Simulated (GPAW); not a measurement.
# GaP (F-43m) in GPAW: reference runs

Reference runs on GaP: the cell as given and a disturbed copy.

Program: GPAW 26.7.0. These are calculated values, not measurements. Logs are shortened: lines on timing, memory, paths and dates and some standing lists are left out, and cuts for length are marked. The log counts tension as positive stress, the text compression.

**Experimental background.**

From “Stacking defects in GaP nanowires: Electronic structure and optical properties”, 2018, arxiv:1810.01194, for a bulk crystal of GaP at 10 K: band gap 2.34 eV (indirect).

The results are compared with them further down.

## (1) Starting point

Symmetry: F-43m, No. 216, cubic system. The conventional cell has a = 5.451 Å, b = 5.451 Å, c = 5.451 Å, α = 90.00°, β = 90.00°, γ = 90.00°. Around Ga (site symmetry -43m) lie 4 P at 2.36 Å. P (site symmetry -43m) has 4 Ga at 2.36 Å as nearest neighbours.

## (2) Single point, PBE

run.py reads:

```python
from ase import Atoms
from ase.dft.bandgap import bandgap
from ase.io import write
from ase.units import Bohr, GPa
from gpaw import GPAW, PW
from gpaw.elf import elf_from_dft_calculation

atoms = Atoms(['Ga', 'P'],
              cell=[[0.0, 2.72525, 2.72525],
                    [2.72525, 0.0, 2.72525],
                    [2.72525, 2.72525, 0.0]],
              scaled_positions=[[0.0, 0.0, 0.0],
                                [0.75, 0.75, 0.75]],
              pbc=True)

calc = GPAW(mode=PW(600),
            xc='PBE',
            kpts={'size': (8, 8, 8), 'gamma': True},
            occupations={'name': 'fermi-dirac', 'width': 0.05},
            nbands=11,
            convergence={'density': 1e-05, 'energy': 1e-05},
            maxiter=150,
            txt='gpaw.txt')
atoms.calc = calc
energy = atoms.get_potential_energy()
forces = atoms.get_forces()
stress = atoms.get_stress()
calc.write('gs.gpw')
write('result.traj', atoms)
print(f'Energy: {energy:.6f} eV')
print('Forces (eV/A):')
print(forces.round(4))
print('Stress (GPa):', (stress / GPa).round(3))
print('Fermi level:', round(calc.get_fermi_level(), 4), 'eV')
print(f'Gap: {bandgap(calc)[0]:.4f} eV, direct: {bandgap(calc, direct=True)[0]:.4f} eV')

# fields on the real-space grid
write('density.cube', atoms, data=calc.get_pseudo_density() * Bohr**3)
write('potential.cube', atoms, data=calc.get_electrostatic_potential())
write('elf.cube', atoms, data=elf_from_dft_calculation(calc).data)
```

Potentials or basis: GPAW PAW data sets (gpaw-data 1.2.1), pw.

Started as:

```sh
$ OMP_NUM_THREADS=1 python run.py
```

gpaw.txt:

```text
__  _  _
 | _ |_)|_||  |
 |__||  | ||/\| - 26.7.0

Input parameters:
  mode=PW(ecut=600.0),
  convergence={'density': 1e-05, 'energy': 1e-05},
  kpts=MonkhorstPack(size=(8, 8, 8), gamma=True),
  maxiter=150,
  nbands=11,
  occupations=Occupations(name='fermi-dirac', width=0.05),
  xc=XC(name='PBE')

Diagonalizing LCAO Hamiltonian
Converting LCAO to pw mode

                    P

       Ga

Atoms  # Å, Bohr magnetons
|   | symbol |        x |        y |        z |    initial magnetic moments |
|---|--------|----------|----------|----------|-----------------------------|
| 0 |     Ga | 0.000000 | 0.000000 | 0.000000 | ( 0.0000,  0.0000,  0.0000) |
| 1 |      P | 4.087875 | 4.087875 | 4.087875 | ( 0.0000,  0.0000,  0.0000) |

Unit cell  # Å
| periodic |        x |        y |        z |  lengths |    angles |
|----------|----------|----------|----------|----------|-----------|
|      yes | 0.000000 | 2.725250 | 2.725250 | 3.854086 | 60.000000 |
|      yes | 2.725250 | 0.000000 | 2.725250 | 3.854086 | 60.000000 |
|      yes | 2.725250 | 2.725250 | 0.000000 | 3.854086 | 60.000000 |

Number of symmetries: 24
Symmetry operations  # r_c * U_cc + t_c -> r_c
|    | kind |            matrix            |
|----|------|------------------------------|
|  0 |  E   |  1, 0, 0,  0, 1, 0,  0, 0, 1 |
|  1 |  σ   |  1, 0, 0,  0, 0, 1,  0, 1, 0 |
|  2 |  σ   |  1, 0,-1,  0, 1,-1,  0, 0,-1 |
|  3 |  C3  |  1, 0,-1,  0, 0,-1,  0, 1,-1 |
|  4 |  C3  |  1,-1, 0,  0,-1, 1,  0,-1, 0 |
|  5 |  σ   |  1,-1, 0,  0,-1, 0,  0,-1, 1 |
|  6 |  σ   |  0, 1, 0,  1, 0, 0,  0, 0, 1 |
|  7 |  C3  |  0, 1, 0,  0, 0, 1,  1, 0, 0 |
|  8 |  C2  |  0, 1,-1,  1, 0,-1,  0, 0,-1 |
|  9 |  S4  |  0, 1,-1,  0, 0,-1,  1, 0,-1 |
| 10 |  C3  |  0, 0, 1,  1, 0, 0,  0, 1, 0 |
| 11 |  σ   |  0, 0, 1,  0, 1, 0,  1, 0, 0 |
| 12 |  S4  |  0, 0,-1,  1, 0,-1,  0, 1,-1 |
| 13 |  C3  |  0, 0,-1,  0, 1,-1,  1, 0,-1 |
| 14 |  S4  |  0,-1, 1,  1,-1, 0,  0,-1, 0 |
| 15 |  C2  |  0,-1, 1,  0,-1, 0,  1,-1, 0 |
| 16 |  C3  |  0,-1, 0,  1,-1, 0,  0,-1, 1 |
| 17 |  S4  |  0,-1, 0,  0,-1, 1,  1,-1, 0 |
| 18 |  S4  | -1, 1, 0, -1, 0, 1, -1, 0, 0 |
| 19 |  C3  | -1, 1, 0, -1, 0, 0, -1, 0, 1 |
| 20 |  C3  | -1, 0, 1, -1, 1, 0, -1, 0, 0 |
| 21 |  S4  | -1, 0, 1, -1, 0, 0, -1, 1, 0 |
| 22 |  σ   | -1, 0, 0, -1, 1, 0, -1, 0, 1 |
| 23 |  C2  | -1, 0, 0, -1, 0, 1, -1, 1, 0 |

BZ-sampling:
  Number of BZ points: 512
  Number of IBZ points: 29

  Monkhorst-Pack size: [8, 8, 8]
  Monkhorst-Pack shift: [0.0625, 0.0625, 0.0625]

K-points  # in reciprocal-cell coordinates
|     |                                coordinates |     weight |
|-----|--------------------------------------------|------------|
|   0 | (  0.00000000,   0.00000000,   0.00000000) | 0.00195312 |
|   1 | (  0.12500000,   0.12500000,   0.00000000) | 0.01171875 |
|   2 | (  0.12500000,   0.12500000,   0.12500000) | 0.01562500 |
|   3 | (  0.25000000,   0.12500000,   0.12500000) | 0.02343750 |
|   4 | (  0.25000000,   0.25000000,   0.00000000) | 0.01171875 |
|   5 | (  0.25000000,   0.25000000,   0.12500000) | 0.04687500 |
|   6 | (  0.25000000,   0.25000000,   0.25000000) | 0.01562500 |
|   7 | (  0.37500000,   0.25000000,  -0.37500000) | 0.04687500 |
|   8 | (  0.37500000,   0.25000000,   0.12500000) | 0.04687500 |
|   9 | (  0.37500000,   0.25000000,   0.25000000) | 0.04687500 |
| ... |                                            |            |
|  28 | (  0.50000000,   0.50000000,   0.50000000) | 0.00781250 |

Plane wave coefficients: 1365
Cutoff: 600.0 eV

Spin-components: 1 (collinear spins)
Bands:           11
Projectors:      10
Spin-degeneracy: 2
Datatype:        complex128

Density:
  Valence electrons: 8.0
  Components: 1
  Grid points: [24 24 24]
  Charge: 0.0  # |e|

Potential:
  Grid points: [24 24 24]

species:
  Ga:
    name:    Gallium
    Z:       31.0
    valence: 3
    core:    28
    charge:  0.0  # [|e|]
    compensation charges:
      type: gauss
      rc: 0.37  # [Å]
      lmax: 2
    cutoffs:
      filter: 2.06  # [Å]
      core: 4.17  # [Å]
    projectors
    | kind |    occ | energy [eV] | rcut [Å] |
    |------|--------|-------------|----------|
    |   4s |  2.000 |      -8.945 |    1.164 |
    |   4p |  1.000 |      -2.580 |    1.164 |
    |    s |        |      18.266 |    1.164 |
    |    p |        |      24.631 |    1.164 |
    |    d |        |       0.000 |    1.164 |

    Using partial waves for Ga as LCAO basis

  P:
    name:    Phosphorus
    Z:       15.0
    valence: 5
    core:    10
    charge:  0.0  # [|e|]
    compensation charges:
      type: gauss
      rc: 0.30  # [Å]
      lmax: 2
    cutoffs:
      filter: 1.69  # [Å]
      core: 1.81  # [Å]
    projectors
    | kind |    occ | energy [eV] | rcut [Å] |
    |------|--------|-------------|----------|
    |   3s |  2.000 |     -13.968 |    0.953 |
    |   3p |  3.000 |      -5.506 |    0.953 |
    |    s |        |      13.244 |    0.953 |
    |    p |        |      21.705 |    0.953 |
    |    d |        |       0.000 |    0.953 |

    Using partial waves for P as LCAO basis

Reference energy: -62187.585188  # eV

eigensolver:
  PPCG
  Converge bands: occupied
  niter=2

density mixing:
  MSR1-Mixer
  Pratt-step length: 0.05
  Maximum mixing coefficient: 0.75
  Old densities: 10
  SVD Regularization: 0.005
  Good broyden scale: 1.0
  Trust region scale: 1.0
  Backstep threshold: 4.0
  History deletion threshold: 6.0
  Fourier metric: weight=20.0, sigma=0.015

occupation numbers:
  Fermi-Dirac:
    width: 0.0500  # eV

poisson solver:
  ecut: 4800.0  # eV

xc functional:
  name: PBE with 2 nearest neighbor stencil

convergence criteria:
- Maximum integral of absolute [dens]ity change: 1e-05 electrons / valence electron
- Maximum [total energy] change in last 3 cyles: 1e-05 eV / valence electron
- Maximum integral of absolute [eigenst]ate change: 4e-08 eV^2 / valence electron
maximum number of iterations: 150

SCF iterations
|iter     | |      energy | eigst |  dens |
|---------|-|-------------|-------|-------|
|iter:   1| |   -9.218766 | -0.28 |       |
|iter:   2| |   -9.184672 | -2.34 | -0.84 |
|iter:   3| |   -9.036027 | -1.89 | -0.87 |
|iter:   4| |   -9.037229 | -3.46 | -1.52 |
|iter:   5| |   -9.037524 | -4.34 | -2.05 |
|iter:   6| |   -9.037562 | -5.62 | -2.79 |
|iter:   7| |   -9.037562c| -7.21 | -3.80 |
|iter:   8| |   -9.037562c| -7.58c| -4.36 |
|iter:   9| |   -9.037562c| -8.64c| -5.35c|

Converged in 9 steps
Energy contributions relative to reference atoms: (reference = -62187.585188)

Energy contributions:
  Kinetic:          24.590039
  Coulomb:         -21.584473
  Zero:              0.014661
  External:          0.000000
  Xc:              -12.057789
  Entropy:          -0.000000
  Spinorbit:         0.000000
  ----------------------------
  Free energy:      -9.037562
  Extrapolated:     -9.037562

dipole moment: (-10.829216, -10.829216, -10.829216)  # |e|*Ang

Fermi level: 5.757
Eigenvalues  # (at kpt = [0.000, 0.000, 0.000])
| band index |      eig [eV] | occ [0-2] |
|------------|---------------|-----------|
|          0 |        -7.509 |     2.000 |
|          1 |         4.954 |     2.000 |
|          2 |         4.954 |     2.000 |
|          3 |         4.954 |     2.000 |
|          4 |         6.848 |     0.000 |
|          5 |         8.885 |     0.000 |
|          6 |         8.885 |     0.000 |
|          7 |         8.885 |     0.000 |
|          8 |        13.831 |     0.000 |
|          9 |        14.653 |     0.000 |
|         10 |        14.653 |     0.000 |

Gap: 1.668 eV
Transition (v -> c):
  (s=0, k=0, n=3, [0.00, 0.00, 0.00]) -> (s=0, k=24, n=4, [0.50, 0.50, 0.00])
Direct/indirect transitions are different
Direct gap: 1.895 eV
Transition at: (s=0, k=0, n=3, [0.00, 0.00, 0.00])

Forces  # eV/Ang
|        x |       y |       z |
|----------|---------|---------|
|  0.00000 | 0.00000 | 0.00000 |  # Ga   0
| -0.00000 | 0.00000 | 0.00000 |  # P    1

Stress tensor  # eV/Ang^3
|         x |         y |         z |
|-----------|-----------|-----------|
| -0.028378 |  0.000000 | -0.000000 |
|  0.000000 | -0.028378 |  0.000000 |
| -0.000000 |  0.000000 | -0.028378 |

# Writing to gs.gpw (mode='')
```

stdout:

```text
Energy: -9.037562 eV
Forces (eV/A):
[[ 0.  0.  0.]
 [-0.  0.  0.]]
Stress (GPa): [-4.547 -4.547 -4.547  0.    -0.     0.   ]
Fermi level: 5.7566 eV
Gap: 1.6682 eV, direct: 1.8948 eV
```

It took 11 s on 1 thread of Arm Neoverse V1, shared host; peak memory 0.15 GiB.

What came out:

```yaml
Free_energy: -9.0376 eV
Pressure: 4.5 GPa
Band_gap_on_the_k_mesh: 1.67 eV, indirect (least direct gap 1.89 eV)
```

## (3) Single point, PBE (atoms moved at random, drawn with an rms of 0.05 Å)

run.py: that of step 2 with these lines changed.

```diff
@@ -3,5 +3,4 @@
 from ase.io import write
-from ase.units import Bohr, GPa
+from ase.units import GPa
 from gpaw import GPAW, PW
-from gpaw.elf import elf_from_dft_calculation
 
@@ -11,4 +10,4 @@
                     [2.72525, 2.72525, 0.0]],
-              scaled_positions=[[0.0, 0.0, 0.0],
-                                [0.75, 0.75, 0.75]],
+              scaled_positions=[[-0.001386, -0.015723, 0.017407],
+                                [0.747624, 0.747128, 0.752814]],
               pbc=True)
@@ -35,6 +34 @@
 print(f'Gap: {bandgap(calc)[0]:.4f} eV, direct: {bandgap(calc, direct=True)[0]:.4f} eV')
-
-# fields on the real-space grid
-write('density.cube', atoms, data=calc.get_pseudo_density() * Bohr**3)
-write('potential.cube', atoms, data=calc.get_electrostatic_potential())
-write('elf.cube', atoms, data=elf_from_dft_calculation(calc).data)
```

Potentials or basis: GPAW PAW data sets (gpaw-data 1.2.1), pw.

Started as:

```sh
$ OMP_NUM_THREADS=1 python run.py
```

gpaw.txt:

```text
__  _  _
 | _ |_)|_||  |
 |__||  | ||/\| - 26.7.0

Input parameters:
  mode=PW(ecut=600.0),
  convergence={'density': 1e-05, 'energy': 1e-05},
  kpts=MonkhorstPack(size=(8, 8, 8), gamma=True),
  maxiter=150,
  nbands=11,
  occupations=Occupations(name='fermi-dirac', width=0.05),
  xc=XC(name='PBE')

Diagonalizing LCAO Hamiltonian
Converting LCAO to pw mode

                    P

       Ga

Atoms  # Å, Bohr magnetons
|   | symbol |        x |        y |         z |    initial magnetic moments |
|---|--------|----------|----------|-----------|-----------------------------|
| 0 |     Ga | 0.004589 | 0.043661 | -0.046626 | ( 0.0000,  0.0000,  0.0000) |
| 1 |      P | 4.087717 | 4.089069 |  4.073573 | ( 0.0000,  0.0000,  0.0000) |

Unit cell  # Å
| periodic |        x |        y |        z |  lengths |    angles |
|----------|----------|----------|----------|----------|-----------|
|      yes | 0.000000 | 2.725250 | 2.725250 | 3.854086 | 60.000000 |
|      yes | 2.725250 | 0.000000 | 2.725250 | 3.854086 | 60.000000 |
|      yes | 2.725250 | 2.725250 | 0.000000 | 3.854086 | 60.000000 |

Number of symmetries: 1
Symmetry operations  # r_c * U_cc + t_c -> r_c
|   | kind |            matrix            |
|---|------|------------------------------|
| 0 |  E   |  1, 0, 0,  0, 1, 0,  0, 0, 1 |

BZ-sampling:
  Number of BZ points: 512
  Number of IBZ points: 260

  Monkhorst-Pack size: [8, 8, 8]
  Monkhorst-Pack shift: [0.0625, 0.0625, 0.0625]

K-points  # in reciprocal-cell coordinates
|     |                                coordinates |     weight |
|-----|--------------------------------------------|------------|
|   0 | (  0.00000000,   0.00000000,   0.00000000) | 0.00195312 |
|   1 | (  0.00000000,   0.00000000,   0.12500000) | 0.00390625 |
|   2 | (  0.00000000,   0.00000000,   0.25000000) | 0.00390625 |
|   3 | (  0.00000000,   0.00000000,   0.37500000) | 0.00390625 |
|   4 | (  0.00000000,   0.00000000,   0.50000000) | 0.00195312 |
|   5 | (  0.00000000,   0.12500000,  -0.37500000) | 0.00390625 |
|   6 | (  0.00000000,   0.12500000,  -0.25000000) | 0.00390625 |
|   7 | (  0.00000000,   0.12500000,  -0.12500000) | 0.00390625 |
|   8 | (  0.00000000,   0.12500000,   0.00000000) | 0.00390625 |
|   9 | (  0.00000000,   0.12500000,   0.12500000) | 0.00390625 |
| ... |                                            |            |
| 259 | (  0.50000000,   0.50000000,   0.50000000) | 0.00195312 |

Plane wave coefficients: 1365
Cutoff: 600.0 eV

Spin-components: 1 (collinear spins)
Bands:           11
Projectors:      10
Spin-degeneracy: 2
Datatype:        complex128

Density:
  Valence electrons: 8.0
  Components: 1
  Grid points: [24 24 24]
  Charge: 0.0  # |e|

Potential:
  Grid points: [24 24 24]

species:
  Ga:
    name:    Gallium
    Z:       31.0
    valence: 3
    core:    28
    charge:  0.0  # [|e|]
    compensation charges:
      type: gauss
      rc: 0.37  # [Å]
      lmax: 2
    cutoffs:
      filter: 2.06  # [Å]
      core: 4.17  # [Å]
    projectors
    | kind |    occ | energy [eV] | rcut [Å] |
    |------|--------|-------------|----------|
    |   4s |  2.000 |      -8.945 |    1.164 |
    |   4p |  1.000 |      -2.580 |    1.164 |
    |    s |        |      18.266 |    1.164 |
    |    p |        |      24.631 |    1.164 |
    |    d |        |       0.000 |    1.164 |

    Using partial waves for Ga as LCAO basis

  P:
    name:    Phosphorus
    Z:       15.0
    valence: 5
    core:    10
    charge:  0.0  # [|e|]
    compensation charges:
      type: gauss
      rc: 0.30  # [Å]
      lmax: 2
    cutoffs:
      filter: 1.69  # [Å]
      core: 1.81  # [Å]
    projectors
    | kind |    occ | energy [eV] | rcut [Å] |
    |------|--------|-------------|----------|
    |   3s |  2.000 |     -13.968 |    0.953 |
    |   3p |  3.000 |      -5.506 |    0.953 |
    |    s |        |      13.244 |    0.953 |
    |    p |        |      21.705 |    0.953 |
    |    d |        |       0.000 |    0.953 |

    Using partial waves for P as LCAO basis

Reference energy: -62187.585188  # eV

eigensolver:
  PPCG
  Converge bands: occupied
  niter=2

density mixing:
  MSR1-Mixer
  Pratt-step length: 0.05
  Maximum mixing coefficient: 0.75
  Old densities: 10
  SVD Regularization: 0.005
  Good broyden scale: 1.0
  Trust region scale: 1.0
  Backstep threshold: 4.0
  History deletion threshold: 6.0
  Fourier metric: weight=20.0, sigma=0.015

occupation numbers:
  Fermi-Dirac:
    width: 0.0500  # eV

poisson solver:
  ecut: 4800.0  # eV

xc functional:
  name: PBE with 2 nearest neighbor stencil

convergence criteria:
- Maximum integral of absolute [dens]ity change: 1e-05 electrons / valence electron
- Maximum [total energy] change in last 3 cyles: 1e-05 eV / valence electron
- Maximum integral of absolute [eigenst]ate change: 4e-08 eV^2 / valence electron
maximum number of iterations: 150

SCF iterations
|iter     | |      energy | eigst |  dens |
|---------|-|-------------|-------|-------|
|iter:   1| |   -9.203606 | -0.28 |       |
|iter:   2| |   -9.169272 | -2.34 | -0.84 |
|iter:   3| |   -9.019757 | -1.88 | -0.87 |
|iter:   4| |   -9.020940 | -3.46 | -1.52 |
|iter:   5| |   -9.021232 | -4.34 | -2.05 |
|iter:   6| |   -9.021269 | -5.62 | -2.79 |
|iter:   7| |   -9.021269c| -7.20 | -3.79 |
|iter:   8| |   -9.021269c| -7.59c| -4.36 |
|iter:   9| |   -9.021269c| -8.64c| -5.34c|

Converged in 9 steps
Energy contributions relative to reference atoms: (reference = -62187.585188)

Energy contributions:
  Kinetic:          24.721875
  Coulomb:         -21.689875
  Zero:              0.014815
  External:          0.000000
  Xc:              -12.068085
  Entropy:          -0.000000
  Spinorbit:         0.000000
  ----------------------------
  Free energy:      -9.021269
  Extrapolated:     -9.021269

dipole moment: (3.102230, 3.489752, 16.412262)  # |e|*Ang

Fermi level: 5.796
Eigenvalues  # (at kpt = [0.000, 0.000, 0.000])
| band index |      eig [eV] | occ [0-2] |
|------------|---------------|-----------|
|          0 |        -7.511 |     2.000 |
|          1 |         4.774 |     2.000 |
|          2 |         4.971 |     2.000 |
|          3 |         5.107 |     2.000 |
|          4 |         6.848 |     0.000 |
|          5 |         8.807 |     0.000 |
|          6 |         8.870 |     0.000 |
|          7 |         8.990 |     0.000 |
|          8 |        13.824 |     0.000 |
|          9 |        14.652 |     0.000 |
|         10 |        14.655 |     0.000 |

Gap: 1.459 eV
Transition (v -> c):
  (s=0, k=0, n=3, [0.00, 0.00, 0.00]) -> (s=0, k=230, n=4, [0.50, 0.00, 0.50])
Direct/indirect transitions are different
Direct gap: 1.741 eV
Transition at: (s=0, k=0, n=3, [0.00, 0.00, 0.00])

Forces  # eV/Ang
|        x |        y |        z |
|----------|----------|----------|
| -0.10240 | -0.48056 |  0.36958 |  # Ga   0
|  0.10240 |  0.48056 | -0.36958 |  # P    1

Stress tensor  # eV/Ang^3
|         x |         y |         z |
|-----------|-----------|-----------|
| -0.029446 | -0.007836 |  0.010210 |
| -0.007836 | -0.028842 |  0.002035 |
|  0.010210 |  0.002035 | -0.029098 |

# Writing to gs.gpw (mode='')
```

stdout:

```text
Energy: -9.021269 eV
Forces (eV/A):
[[-0.1024 -0.4806  0.3696]
 [ 0.1024  0.4806 -0.3696]]
Stress (GPa): [-4.718 -4.621 -4.662  0.326  1.636 -1.255]
Fermi level: 5.7965 eV
Gap: 1.4591 eV, direct: 1.7412 eV
```

It took 77 s on 1 thread of Arm Neoverse V1, shared host; peak memory 0.27 GiB.

What came out:

```
Free energy            : -9.0213 eV
Pressure               : 4.7 GPa
Largest force          : 0.615 eV/Å
Band gap on the k mesh : 1.46 eV, indirect (least direct gap 1.74 eV)
```

Forces in eV/Å, atoms in the order of the input:
```
Ga  -0.102 -0.481  0.370
P    0.102  0.481 -0.370
```

Stress tensor (GPa, compression positive):
```
 4.72  1.26 -1.64
 1.26  4.62 -0.33
-1.64 -0.33  4.66
```

## (4) Against experiment

Step 2. A measured gap of GaP is 2.34 eV (indirect; 10 K; quoted in “Stacking defects in GaP nanowires: Electronic structure and optical properties”, 2018, arxiv:1810.01194); the calculated 1.67 eV misses it by -0.67 eV. Spin-orbit coupling on Ga is left out. The value is that of PBE on a finite k mesh, which can miss the band edges, without temperature or zero-point motion. Semilocal functionals fall short of measured gaps as a rule.
